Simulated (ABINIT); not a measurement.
Input of an ABINIT 10.8.3 (patched build) run:

The input run.abi:

```
# Pseudopotentials
pp_dirpath "./"
pseudos "W.upf, C.upf"

# Structure
acell 3*1.0 Angstrom
rprim
     2.9065000000     0.0000000000     0.0000000000
    -1.4532500000     2.5171028361     0.0000000000
     0.0000000000     0.0000000000     2.8366000000
ntypat 2
znucl 74 6
natom 2
typat 1 2
xred
     0.0000000000     0.0000000000     0.0000000000
     0.6666666667     0.3333333333     0.5000000000

# Plane-wave basis
ecut 41.0

# k points
kptopt 1
ngkpt 10 10 9
nshiftk 1
shiftk 0.0 0.0 0.0

# Exchange and correlation
ixc -116133

# Bands and occupations
nband 13
occopt 3
tsmear 0.00183747

# SCF cycle
nstep 100
tolvrs 1.0e-10

# Output
iomode 3
prtwf 0
prteig 0
prtebands 0
enunit 2
prtden 1
prtvha 1
prtvclmb 1
prtpot 1
prtelf 1
```

Potentials or basis: PseudoDojo NC SR PBEsol v0.4.1 standard.

Command:

```console
$ abinit run.abi > log 2>&1
```

What does it give for the pressure?

-3.1 GPa.

Predict the band gap on the k mesh.

none (metal or under the smearing width).

Stress tensor (GPa, compression positive):
```
-2.70  0.00  0.00
 0.00 -2.70  0.00
 0.00  0.00 -3.98
```

Spin-orbit coupling is left out, which matters for the levels of W.
